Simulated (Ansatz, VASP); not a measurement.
# SnSe2: VASP beside Ansatz

```
Sn Se
1.0
     3.82515    0.00000    0.00000
    -1.91257    3.31268    0.00000
     0.00000    0.00000    6.22708
Sn Se
1 2
Direct
  0.00000 0.00000 0.00000
  0.33333 0.66667 0.25308
  0.66667 0.33333 0.74692
```

The cell was built by a generator and needn't be a form met in nature.

Alike in both runs: task single point; functional PBE; k mesh 12 × 12 × 4; occupations fermi-dirac, width 0.02 eV; no spin polarisation.

```csv
,VASP,Ansatz
version,VASP 6.6.1,Ansatz 0.2.0
potentials or method,"VASP PAW PBE potentials, release 64 (Sn_d, Se)","plane waves, PAW"
plane-wave cutoff (eV),520,420
valence electrons in the cell,26,46
```

VASP gave:

```
gap on the k mesh at the Fermi level (eV)       : 0.74
pressure (GPa)                                  : 3.0
largest component of the traceless stress (GPa) : 0.12
rms of the force components (eV/Å)              : 0.130
```

Problem. What did Ansatz give for the same quantities?

Solution. gap on the k mesh at the Fermi level (eV): 0.74; pressure (GPa): 2.9; largest component of the traceless stress (GPa): 0.11; rms of the force components (eV/Å): 0.123.

Atom by atom the forces differ by 0.007 eV/Å (rms over components). The two sets of potentials don't hold the same shells in valence.

Caveats: spin-orbit coupling is left out, which moves the levels of the heavy elements; this functional lacks dispersion, which binds the layers, so the pressure and a relaxed spacing across them are unreliable. A k mesh can miss the band edges.
